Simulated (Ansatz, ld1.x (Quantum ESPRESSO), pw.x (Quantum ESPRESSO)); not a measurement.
## pw.x on fcc Nb: one setting changed

Potential: PAW, ld1.x (Quantum ESPRESSO) 7.5, PBE; core [Ar] 3d10, reference 4s2 4p6 4d3 5s0 5p0; waves: 4s (bound): rcut 1.50, rcutus 1.65 bohr; 5s (bound, empty): rcut 1.50, rcutus 1.65 bohr; 4p (bound): rcut 2.25, rcutus 2.50 bohr; 5p (bound, empty): rcut 2.25, rcutus 2.50 bohr; 4d (bound): rcut 1.35, rcutus 1.70 bohr; 4d channel at -0.65 Ry: rcut 1.35, rcutus 1.70 bohr; local part: all-electron potential smoothed inside 2.45 bohr (lloc = -1); core correction: Bessel-smoothed model core inside 1.30 bohr; augmentation: PSQ, inside the norm-conserving radii.

The reference run (k-mesh 13³, cutoffs 60/480 Ry, Fermi–Dirac 0.01 Ry, mixing_beta 0.4, conv_thr 1e-9, no spin) gives 2.09 GPa at 18.774 Å³/atom, where all-electron LAPW gives 0.27 GPa. This run, with its own iteration cap, changes k-mesh points per axis to 2.

```
&control
  calculation='scf', prefix='x', pseudo_dir='./', outdir='./tmp', tstress=.true., disk_io='none'
/
&system
  ibrav=0, nat=1, ntyp=1, ecutwfc=60, ecutrho=480, nbnd=14,
  occupations='smearing', smearing='fd', degauss=0.01
/
&electrons
  conv_thr=1e-09, mixing_beta=0.4, electron_maxstep=50
/
ATOMIC_SPECIES
Nb 1.0 Nb.UPF
CELL_PARAMETERS angstrom
  0.00000000 2.10948094 2.10948094
  2.10948094 0.00000000 2.10948094
  2.10948094 2.10948094 0.00000000
ATOMIC_POSITIONS crystal
Nb 0.0000 0.0000 0.0000
K_POINTS automatic
2 2 2 0 0 0
```

```bash
pw.x < Nb.scf.in > Nb.scf.out
```

Question: How does the run end?

Answer: It converges in 9 iterations; the free energy moves by -1.03 eV/atom and the pressure by -38.69 GPa.

```
Message from routine setup:
     using ibrav=0 with symmetry is DISCOURAGED, use correct ibrav instead
     lattice parameter (alat)  =       5.6375  a.u.
     unit-cell volume          =     126.6932 (a.u.)^3
     number of electrons       =        13.00
     number of Kohn-Sham states=           14
     kinetic-energy cutoff     =      60.0000  Ry
     charge density cutoff     =     480.0000  Ry
     scf convergence threshold =      1.0E-09
     Exchange-correlation= SLA  PW   PBX  PBC
     number of k points=     3  Fermi-Dirac smearing, width (Ry)=  0.0100
     iteration #  1     ecut=    60.00 Ry     beta= 0.40
     total energy              =    -334.08690082 Ry
     estimated scf accuracy    <       3.19872552 Ry
     iteration #  2     ecut=    60.00 Ry     beta= 0.40
     total energy              =    -334.25853731 Ry
     estimated scf accuracy    <       0.23930861 Ry
     iteration #  3     ecut=    60.00 Ry     beta= 0.40
     total energy              =    -334.32026915 Ry
     estimated scf accuracy    <       0.00257852 Ry
     [... 3 iterations left out ...]
     iteration #  7     ecut=    60.00 Ry     beta= 0.40
     total energy              =    -334.32119538 Ry
     estimated scf accuracy    <       0.00000005 Ry
     iteration #  8     ecut=    60.00 Ry     beta= 0.40
     total energy              =    -334.32119539 Ry
     estimated scf accuracy    <       0.00000003 Ry
     iteration #  9     ecut=    60.00 Ry     beta= 0.40
     the Fermi energy is    17.7948 ev
!    total energy              =    -334.32119540 Ry
     estimated scf accuracy    <          7.4E-11 Ry
     smearing contrib. (-TS)   =      -0.01188588 Ry
     The total energy is F=E-TS. E is the sum of the following terms:
     one-electron contribution =     -15.54009984 Ry
     hartree contribution      =      17.43231830 Ry
     xc contribution           =     -16.55706877 Ry
     ewald contribution        =     -97.18707501 Ry
     one-center paw contrib.   =    -222.45738421 Ry
     convergence has been achieved in   9 iterations
          total   stress  (Ry/bohr**3)                   (kbar)     P=     -365.94
     Message from routine punch:
     Nothing written, as per user request (disk_io='none')
```

The run took about 6.2 s on one core of a shared host (AMD EPYC 9R14, 96 threads, 370 GiB, load 40).
